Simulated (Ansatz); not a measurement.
Bi in Ansatz: the effect of functional

Bi:

```
Bi
1.0
     2.25228    1.30036    3.91157
    -2.25228    1.30036    3.91157
     0.00000   -2.60071    3.91157
Bi
2
Direct
  0.76600 0.76600 0.76600
  0.23400 0.23400 0.23400
```

The cell isn't the ideal one: volume scaled by 0.98.

Alike in all runs:

| Property | Result |
| --- | --- |
| Program | Ansatz 0.2.0 |
| Task | single point |
| Potentials or basis | Ansatz PAW |
| k mesh | 7 × 7 × 7 |
| Occupations | fermi-dirac, width 0.05 eV |
| Spin | no spin polarisation |

Problem. One run gave: gap on the mesh 0.27 eV; pressure 0.7 GPa; largest force 0.22 eV/Å. Which functional did it use?
A. r2SCAN
B. PBEsol
C. LDA

Solution. B.

```tsv
functional	cutoff	gap on the mesh (eV)	pressure (GPa)	largest force (eV/Å)
LDA	420 eV (not typed: the program's choice for these potentials)	0.28	-0.6	0.14
PBEsol	420 eV (not typed: the program's choice for these potentials)	0.27	0.7	0.22
r2SCAN	500 eV (not typed: the program's choice for these potentials)	0.30	2.3	0.12
```

Caveats: odd divisions of the mesh miss points on the zone boundary, where band edges often lie, so the gap on the mesh can be too wide; spin-orbit coupling is left out, which as a rule narrows the gap of such compounds by several tenths of an eV; the PAW data sets come from PBE, with cores solved anew for the run's functional, which leaves a small shift of forces and pressure.

A k mesh can miss the band edges.
